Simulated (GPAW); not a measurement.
A run of GPAW 26.7.0:

Contents of run.py:

```python
from ase.filters import FrechetCellFilter
from ase.io import read, write
from ase.optimize import BFGS
from ase.units import GPa
from gpaw import GPAW, PW

atoms = read('V.xyz')
atoms.set_initial_magnetic_moments([2.0])

calc = GPAW(mode=PW(600),
            xc='LDA',
            kpts={'size': (12, 12, 12), 'gamma': True},
            occupations={'name': 'fermi-dirac', 'width': 0.05},
            nbands=15,
            convergence={'density': 1e-05, 'forces': 0.0001},
            maxiter=150,
            txt='gpaw.txt')
atoms.calc = calc
opt = BFGS(FrechetCellFilter(atoms, scalar_pressure=2 * GPa), trajectory='relax.traj', logfile='-')
done = opt.run(fmax=0.02, steps=60)
calc.write('gs.gpw')
write('result.traj', atoms)
print('Converged:', done)
print('Cell:', atoms.cell.cellpar().round(4))
print('Volume:', round(atoms.get_volume(), 4))
print(atoms.get_scaled_positions().round(5))
```

Contents of V.xyz:

```xyz
1
Lattice="-1.5143500000 1.5143500000 1.5143500000 1.5143500000 -1.5143500000 1.5143500000 1.5143500000 1.5143500000 -1.5143500000" Properties=species:S:1:pos:R:3 pbc="T T T"
V      0.0000000000      0.0000000000      0.0000000000
```

Potentials or basis: the program's PAW data sets (release 1.2.1) made for this functional, pw.

Command:

```bash
$ OMP_NUM_THREADS=1 python run.py
```

Hardware: 1 thread of Arm Neoverse V2 (shared host).

Question: Estimate the wall time of this run.

Answer: Wall time 54 s on 1 thread of Arm Neoverse V2, with other jobs on the host, peak memory 0.18 GiB. Counts: scf iterations 39, plane waves 476, bands 15, k points 72, ion steps 4.
